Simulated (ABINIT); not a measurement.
# C (Fd-3m) in ABINIT: notebook

One crystal, C, is run at these levels: LDA, PBE, PBEsol; tasks: single point.

Program: ABINIT 10.8.3 (patched build). These are calculated values, not measurements. Logs are shortened: lines on timing, memory, paths and dates and some standing lists are left out, and cuts for length are marked. The log counts tension as positive stress, the text compression.

**1. The crystal as given**

Symmetry: Fd-3m, No. 227, cubic system. Conventional cell: a = 3.567 Å, b = 3.567 Å, c = 3.567 Å, α = 90.00°, β = 90.00°, γ = 90.00°. C (site symmetry -43m) has 4 C at 1.54 Å as nearest neighbours.

This isn't the form of C at room conditions, which is graphite.

**2. Single point, LDA**

Contents of run.abi:

```
# Pseudopotentials
pp_dirpath "./"
pseudos "C.upf"

# Structure
acell 3*1.0 Angstrom
rprim
     0.0000000000     1.7833700000     1.7833700000
     1.7833700000     0.0000000000     1.7833700000
     1.7833700000     1.7833700000     0.0000000000
ntypat 1
znucl 6
natom 2
typat 1 1
xred
     0.7500000000     0.7500000000     0.7500000000
     0.5000000000     0.5000000000     0.5000000000

# Plane-wave basis
ecut 1006.821291 eV

# k points
kptopt 1
ngkpt 10 10 10
nshiftk 1
shiftk 0.0 0.0 0.0

# Exchange and correlation
ixc 7

# Bands and occupations
nband 8
occopt 3
tsmear 0.00183747

# SCF cycle
nstep 100
tolvrs 1.0e-10

# Output
iomode 3
prtwf 0
prtden 0
prteig 0
prtebands 0
```

Potentials or basis: PseudoDojo NC SR LDA v0.4.1 standard.

Launch:

```console
> abinit run.abi > log 2>&1
```

run.abo:

```text
.Version 10.8.3 of ABINIT
 Symmetries : space group Fd -3 m (#227); Bravais cF (face-center cubic)
================================================================================
 Values of the parameters that define the memory need of the present run
     intxc =       0    ionmov =       0      iscf =       7    lmnmax =       4
     lnmax =       4     mgfft =      30  mpssoang =       2    mqgrid =    3001
     natom =       2  nloc_mem =       1    nspden =       1   nspinor =       1
    nsppol =       1      nsym =      48    n1xccc =    2501    ntypat =       1
    occopt =       3   xclevel =       1
       mpw =         845          nfft =       27000          nkpt =          47
================================================================================
================================================================================

--------------------------------------------------------------------------------
------------- Echo of variables that govern the present computation ------------
--------------------------------------------------------------------------------
 -outvars: echo values of preprocessed input variables --------
            acell      1.8897261259E+00  1.8897261259E+00  1.8897261259E+00 Bohr
              amu      1.20110000E+01
             ecut      3.70000000E+01 Hartree
              ixc           7
         kptrlatt       10    0    0      0   10    0      0    0   10
          kptrlen      4.76601409E+01
            natom           2
            nband           8
            ngfft          30      30      30
             nkpt          47
            nstep         100
             nsym          48
           ntypat           1
           occopt           3
           prtden           0
        prtebands           0
           prteig           0
            prtwf           0
            rprim      0.0000000000E+00  1.7833700000E+00  1.7833700000E+00
                       1.7833700000E+00  0.0000000000E+00  1.7833700000E+00
                       1.7833700000E+00  1.7833700000E+00  0.0000000000E+00
          spgroup         227
           tolvrs      1.00000000E-10
           tsmear      1.83747000E-03 Hartree
            typat      1  1
           xangst      2.6750550000E+00  2.6750550000E+00  2.6750550000E+00
                       1.7833700000E+00  1.7833700000E+00  1.7833700000E+00
            xcart      5.0551213217E+00  5.0551213217E+00  5.0551213217E+00
                       3.3700808812E+00  3.3700808812E+00  3.3700808812E+00
             xred      7.5000000000E-01  7.5000000000E-01  7.5000000000E-01
                       5.0000000000E-01  5.0000000000E-01  5.0000000000E-01
            znucl        6.00000

================================================================================

 chkinp: Checking input parameters for consistency.

================================================================================
[... 89 lines left out ...]
 Integrated electronic density in atomic spheres:
 ------------------------------------------------
 Atom  Sphere_radius  Integrated_density
    1        2.00000          4.65376419
    2        2.00000          4.69161345
================================================================================

 ----iterations are completed or convergence reached----

 Mean square residual over all n,k,spin=   91.113E-11; max=  12.466E-08
 reduced coordinates (array xred) for    2 atoms
       0.750000000000      0.750000000000      0.750000000000
       0.500000000000      0.500000000000      0.500000000000
 rms dE/dt=  0.0000E+00; max dE/dt=  0.0000E+00; dE/dt below (all hartree)
    1       0.000000000000      0.000000000000      0.000000000000
    2       0.000000000000      0.000000000000      0.000000000000

 cartesian coordinates (angstrom) at end:
    1      2.67505500000000     2.67505500000000     2.67505500000000
    2      1.78337000000000     1.78337000000000     1.78337000000000

 cartesian forces (hartree/bohr) at end:
    1     -0.00000000000000    -0.00000000000000    -0.00000000000000
    2     -0.00000000000000    -0.00000000000000    -0.00000000000000
 frms,max,avg= 0.0000000E+00 0.0000000E+00   0.000E+00  0.000E+00  0.000E+00 h/b

 cartesian forces (eV/Angstrom) at end:
    1     -0.00000000000000    -0.00000000000000    -0.00000000000000
    2     -0.00000000000000    -0.00000000000000    -0.00000000000000
 frms,max,avg= 0.0000000E+00 0.0000000E+00   0.000E+00  0.000E+00  0.000E+00 e/A
 length scales=  1.889726125908  1.889726125908  1.889726125908 bohr
              =  1.000000000000  1.000000000000  1.000000000000 angstroms
 Fermi (or HOMO) energy (hartree) =   0.47002   Average Vxc (hartree)=  -0.50413
 Eigenvalues (hartree) for nkpt=  47  k points:
 kpt#   1, nband=  8, wtk=  0.00100, kpt=  0.0000  0.0000  0.0000 (reduced coord)
  -0.41574    0.36879    0.36879    0.36879    0.57315    0.57315    0.57315    0.86555
      occupation numbers for kpt#   1
   2.00000    2.00000    2.00000    2.00000    0.00000    0.00000    0.00000    0.00000
 prteigrs : prtvol=0 or 1, do not print more k-points.

--- !EnergyTerms
iteration_state     : {dtset: 1, }
comment             : Components of total free energy in Hartree
kinetic             :  8.52275372302910E+00
hartree             :  9.56771088215795E-01
xc                  : -4.33221443295165E+00
Ewald energy        : -1.27873442426994E+01
psp_core            :  9.09412870299240E-01
local_psp           : -4.68051989858339E+00
non_local_psp       : -6.52685256418074E-01
internal            : -1.20638261491084E+01
'-kT*entropy'       :  3.97575125864789E-16
total_energy        : -1.20638261491084E+01
total_energy_eV     : -3.28273432947753E+02
band_energy         :  3.27132322491668E-01
...

 Cartesian components of stress tensor (hartree/bohr^3)
  sigma(1 1)=  4.06864145E-04  sigma(3 2)=  0.00000000E+00
  sigma(2 2)=  4.06864145E-04  sigma(3 1)=  0.00000000E+00
  sigma(3 3)=  4.06864145E-04  sigma(2 1)=  0.00000000E+00

-Cartesian components of stress tensor (GPa)         [Pressure= -1.1970E+01 GPa]
- sigma(1 1)=  1.19703564E+01  sigma(3 2)=  0.00000000E+00
- sigma(2 2)=  1.19703564E+01  sigma(3 1)=  0.00000000E+00
- sigma(3 3)=  1.19703564E+01  sigma(2 1)=  0.00000000E+00

== END DATASET(S) ==============================================================
================================================================================

 -outvars: echo values of variables after computation  --------
            acell      1.8897261259E+00  1.8897261259E+00  1.8897261259E+00 Bohr
           etotal     -1.2063826149E+01
            fcart     -0.0000000000E+00 -0.0000000000E+00 -0.0000000000E+00
                      -0.0000000000E+00 -0.0000000000E+00 -0.0000000000E+00
            rprim      0.0000000000E+00  1.7833700000E+00  1.7833700000E+00
                       1.7833700000E+00  0.0000000000E+00  1.7833700000E+00
                       1.7833700000E+00  1.7833700000E+00  0.0000000000E+00
           strten      4.0686414494E-04  4.0686414494E-04  4.0686414494E-04
                       0.0000000000E+00  0.0000000000E+00  0.0000000000E+00
           xangst      2.6750550000E+00  2.6750550000E+00  2.6750550000E+00
                       1.7833700000E+00  1.7833700000E+00  1.7833700000E+00
             xred      7.5000000000E-01  7.5000000000E-01  7.5000000000E-01
                       5.0000000000E-01  5.0000000000E-01  5.0000000000E-01
 Calculation completed.
```

Run time: 10 s. Hardware: 1 thread of Intel Xeon at 2.70GHz, shared host; peak memory 0.06 GiB.

What came out:

```
Free energy                                       : -328.2734 eV
Pressure                                          : -12.0 GPa
Band gap on the k mesh                            : 4.18 eV, indirect (least direct gap 5.56 eV)
All electrons inside the program's atomic spheres : C 4.65, 4.69 (radii [1.0584] Å)
```

(Part 1 of 2 ends here.)
